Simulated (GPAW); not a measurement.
A run of GPAW 26.7.0 is set up as follows.

The input run.py:

```python
import numpy as np
from ase.dft.bandgap import bandgap
from ase.io import read, write
from ase.units import Ha
from gpaw import GPAW, PW
from gpaw.hybrids.energy import non_self_consistent_energy
from gpaw.new.pw.nschse import non_self_consistent_matrix_elements

atoms = read('POSCAR')

calc = GPAW(mode=PW(500),
            xc='MGGA_X_TPSS+MGGA_C_TPSS',
            kpts={'size': (6, 6, 6), 'gamma': True},
            occupations={'name': 'fermi-dirac', 'width': 0.05},
            nbands=11,
            convergence={'density': 1e-06, 'bands': 9},
            maxiter=80,
            txt='gpaw.txt')
atoms.calc = calc
energy = atoms.get_potential_energy()
calc.write('gs.gpw')
write('result.traj', atoms)
print(f'Energy: {energy:.6f} eV')
print('Fermi level:', round(calc.get_fermi_level(), 4), 'eV')
print(f'Gap: {bandgap(calc)[0]:.4f} eV, direct: {bandgap(calc, direct=True)[0]:.4f} eV')

calc.write('wfs.gpw', mode='all')
eps = calc.eigenvalues()
free = calc.get_potential_energy(force_consistent=True)
semilocal_x = free + calc.get_xc_difference('MGGA_X_TPSS')  # without correlation
exact_x = non_self_consistent_energy(calc, 'EXX').sum()
h_x = non_self_consistent_matrix_elements(GPAW('wfs.gpw').dft, 'MGGA_X_TPSS')
h_exx = non_self_consistent_matrix_elements(GPAW('wfs.gpw').dft, 'EXX')
shift = np.einsum('sknn->skn', h_exx - h_x).real * Ha
np.savetxt('shift.dat', shift[..., :9].reshape((-1, 9)), fmt='%.4f')
occupied = eps < calc.get_fermi_level()
for name, a in {'TPSSh': 0.1, 'TPSS0': 0.25}.items():
    levels = (eps + a * shift)[..., :9]
    gap = levels[~occupied[..., :9]].min() - levels[occupied[..., :9]].max()
    print(f'{name}: share {a}, energy {free + a * (exact_x - semilocal_x):.6f} eV, gap {gap:.4f} eV')
```

The input POSCAR:

```
GaP
1.0
    0.0000000000      2.7252500000      2.7252500000
    2.7252500000      0.0000000000      2.7252500000
    2.7252500000      2.7252500000      0.0000000000
Ga P
1 1
Direct
    0.0000000000      0.0000000000      0.0000000000
    0.7500000000      0.7500000000      0.7500000000
```

Potentials or basis: GPAW PAW data sets (gpaw-data 1.2.1), pw.

The run is started by

```sh
$ OMP_NUM_THREADS=1 python run.py
```

Question: What does it give for the band gap on the k mesh?

Answer: 1.69 eV, indirect (least direct gap 2.05 eV).

Band gaps from one-shot exact exchange on these states (eV): tpssh 2.19, tpss0 2.94

Caveat: energy and the plain gap are those of the semilocal run; the hybrids' values are one shot on its orbitals and mesh. TPSS opens gaps a little over a GGA but as a rule still falls short of measured ones.
